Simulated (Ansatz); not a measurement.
**What a trial cell of Zr relaxes into**

All numbers below come from Ansatz 0.2.0, DFT PBE, scalar-relativistic, plane waves, PAW. Cutoff 420 eV, Γ-centred k mesh, Gaussian smearing, no spin polarisation in the final step.

Zr was placed on the sites of a reported Ga cell (C2/c, No. 15), at a guessed volume.

```yaml
crystal:
  lattice:
    - [1.51058, -4.39794, 0.00000]
    - [1.51058, 4.39794, 0.00000]
    - [-0.12828, 0.00000, 3.63711]
  atoms:
    - { symbol: Zr, position: [0.86900, 0.13100, 0.25000] }
    - { symbol: Zr, position: [0.13100, 0.86900, 0.75000] }
```

Cell and atoms relax at zero pressure; the relaxation can't lower the symmetry of the start. After a coarse first stage the cell is made exact in the group found at 0.06 Å.

Energies count from the standard state of Zr at the same level.

(1) Which crystal results?

(2) What are its volume, energy, density and gap?

## Answers

(1) It ends in Fddd (No. 70). Conventional cell: a = 3.175 Å, b = 5.535 Å, c = 10.473 Å. Zr is coordinated by 10 Zr at 3.07–3.19 Å and 4 Zr at 3.80 Å.

Space group Fddd:1 (No. 70). a = 3.175 Å, b = 5.535 Å, c = 10.473 Å, α = 90.00°, β = 90.00°, γ = 90.00°
| atom | site | symmetry | x | y | z |
| --- | --- | --- | --- | --- | --- |
| Zr | 8b | 222 | 0.7500 | 0.7500 | 0.7500 |

(2) The volume per atom is 23.00 Å³ and the density is 6.59 g/cm³. The energy over the standard structure is 0.08 eV/atom and the gap on the 20×20×20 mesh is 0 eV (a metal).

The final run used a 20×20×20 mesh on its 2-atom cell and 0.10 eV smearing. The k mesh leaves about 4 meV/atom of noise in metals. A structure relaxed within its symmetry needn't be a true minimum.